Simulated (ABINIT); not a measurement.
KF (Carobbiite):

```
K F
1.0
     0.00000    2.67185    2.67185
     2.67185    0.00000    2.67185
     2.67185    2.67185    0.00000
K F
1 1
Direct
  0.00000 0.00000 0.00000
  0.50000 0.50000 0.50000
```

Base run:

- Program: ABINIT 10.8.3 (patched build)
- Functional: BLYP
- Potentials or basis: PseudoDojo NC SR PBE v0.5 standard
- Cutoff: 1143 eV
- k mesh: 7 × 7 × 7
- Occupations: fermi-dirac, width 0.05 eV
- Spin: no spin polarisation

Its results: band gap on the k mesh 6.22 eV, direct; pressure 2.1 GPa.

Q: The run is repeated on the same cell with these changes: functional from BLYP to PBE; potentials or basis from PseudoDojo NC SR PBE v0.5 standard to SG15 NC PBE v1.2; cutoff from 1143 eV to 952 eV. What comes out?

A: Band gap on the k mesh 6.20 eV, direct; pressure 0.9 GPa.

Caveats: the potentials were made for another functional, which shifts forces and pressure (some runs).

